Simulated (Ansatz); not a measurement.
**Li (Fm-3m): electronic heat capacity and spin susceptibility from the density of states**

Level of theory: DFT PBEsol, scalar-relativistic, plane waves, PAW (Ansatz).

Plane waves to 420 eV, a k mesh through Γ of 16×16×16 on the computed 1-atom cell and Gaussian smearing (0.10 eV); no spin polarisation.

Relaxed cell: Fm-3m, a = 4.318 Å, b = 4.318 Å, c = 4.318 Å, α = 90.00°, β = 90.00°, γ = 90.00°, 1 atom in the primitive cell. This fcc form isn't the element's structure at ambient conditions.

The density of states at the Fermi level is 0.531 states/eV in the cell of 1 atom (1 formula unit; both spins, tetrahedra on a 24×24×24 mesh).

**Question.** What Sommerfeld coefficient and Pauli susceptibility does this give?

**Answer.** Per formula unit N(E_F) = 0.531 states/eV. γ = (π²/3) k_B² N(E_F) N_A = 2.357 mJ/(mol K²) per state/eV, so γ = 1.3 mJ/(mol K²), a mole of formula units. χ_P = μ_B² N(E_F) N_A = 3.23×10⁻⁵ emu/mol per state/eV gives 1.7×10⁻⁵ emu/mol. This is the bare band result: a measured γ of the same phase is as a rule larger by a factor 1 + λ from phonons and spin fluctuations, the spin part of χ is larger by the Stoner factor, and a measured χ also holds orbital and core terms. N(E_F) at one energy is sensitive to the mesh where the density of states has sharp peaks.